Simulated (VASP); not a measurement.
## PbSe (Clausthalite): relaxation of cell and atoms with PBE

Crystal: PbSe (Clausthalite).

```
Pb Se
1.0
     0.00000    3.06065    3.06065
     3.06065    0.00000    3.06065
     3.06065    3.06065    0.00000
Pb Se
1 1
Direct
  0.00000 0.00000 0.00000
  0.50000 0.50000 0.50000
```

* Program: VASP 6.6.1
* Task: relaxation of cell and atoms
* Functional: PBE
* Potentials or basis: VASP PAW PBE potentials, release 64 (Pb_d, Se)
* Cutoff: 600 eV
* k mesh: 8 × 8 × 8
* Occupations: gaussian, width 0.03 eV
* Spin: no spin polarisation
* Further INCAR settings: ALGO = Normal; EDIFF = 1e-06; IBRION = 2; EDIFFG = -0.01; NSW = 90; ISIF = 3

| Item | Value |
| --- | --- |
| Relaxed volume | 30.05 Å³/atom |
| Relaxed cell | a = 4.397 Å, b = 4.397 Å, c = 4.397 Å, α = 60.00°, β = 60.00°, γ = 60.00° |
| Space group after relaxing (to 0.05 Å) | Fm-3m (No. 225) |
| Energy gained by relaxing | 10.1 meV/atom |
| Ionic steps | 3 |
| Pressure after relaxing | 0.0 GPa |
| Band gap on the k mesh | 0.44 eV, direct |

Step by step:
| step | energy change (eV) | largest force (eV/Å) | pressure (GPa) | volume (Å³) |
| --- | --- | --- | --- | --- |
| 1 | 0.0000 | 0.0000 | 2.44 | 57.34 |
| 2 | -0.0180 | 0.0000 | -0.70 | 61.04 |
| 3 | -0.0201 | 0.0000 | 0.02 | 60.09 |

Final structure:
```xyz
2
Lattice="0.0000 3.1088 3.1088 3.1088 0.0000 3.1088 3.1088 3.1088 0.0000" Properties=species:S:1:pos:R:3 pbc="T T T"
Pb    0.0000    0.0000    0.0000
Se    3.1088    3.1088    3.1088
```

Levels at points of the mesh, in eV from the valence-band top:
```
           k point  band 8  band 9  band 10  band 11  band 12  band 13
(0.00, 0.00, 0.00)   -1.64   -1.64    -1.64     4.64     4.64     4.64
(0.50, 0.00, 0.00)   -1.26   -1.26     0.00     0.44     1.83     1.83
(0.50, 0.50, 0.00)   -4.57   -2.91    -2.91     3.92     5.47     5.47
```

Wall time 26 s on 1 thread of Intel(R) Xeon(R) 6975P-C (Granite Rapids), with other jobs on the host, peak memory 0.23 GiB.

Caveat: spin-orbit coupling is left out, which as a rule narrows the gap of such compounds by several tenths of an eV. A k mesh can miss the band edges.
